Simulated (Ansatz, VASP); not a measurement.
One calculation of PbS (Galena), two programs

File INCAR:

```
PREC = Accurate
ENCUT = 520
EDIFF = 1E-6
ISMEAR = 0
SIGMA = 0.01
LREAL = F
LASPH = T
NELM = 100
ALGO = Normal
ISIF = 2
LWAVE = F
LCHARG = T
GGA = PE
LELF = T
LVHAR = T
NBANDS = 17
```

KPOINTS

```
Automatic mesh
0
Gamma
  6 6 6
```

File POSCAR:

```
PbS
1.0
    0.0000000000      2.9756030624      2.9756030624
    2.9756030624      0.0000000000      2.9756030624
    2.9756030624      2.9756030624      0.0000000000
Pb S
1 1
Direct
    0.0000000000      0.0000000000      0.0000000000
    0.5000000000      0.5000000000      0.5000000000
```

Input for Ansatz:

```yaml
crystal:
  lattice:
    - [0.0, 2.975603062414951, 2.975603062414951]
    - [2.975603062414951, 0.0, 2.975603062414951]
    - [2.975603062414951, 2.975603062414951, 0.0]
  atoms:
    - { symbol: Pb, position: [0.0, 0.0, 0.0] }
    - { symbol: S, position: [0.5, 0.5, 0.5] }
basis:
  ecutwfc: 500.0
kpoints:
  mp_grid:
    grid: [6, 6, 6]
hamiltonian:
  xc: pbe
scf:
  convergence:
    dr2_threshold: 1.0e-07
  occupations:
    method: fixed
output:
  stress: true
```

Alike in both runs: task single point; functional PBE; k mesh 6 × 6 × 6; no spin polarisation.

|  | VASP | Ansatz |
| --- | --- | --- |
| version | VASP 6.6.1 | Ansatz 0.2.0 |
| potentials or method | VASP PAW PBE potentials, release 64 (Pb_d, S) | plane waves, PAW |
| plane-wave cutoff (eV) | 520 | 500 |
| occupations | gaussian, width 0.01 eV | fixed |
| valence electrons in the cell | 20 | 20 |

```csv
,VASP,Ansatz,Ansatz less VASP
pressure (GPa),1.5,1.6,+0.08
```

Ansatz warned: «stress_scf_threshold_loose».
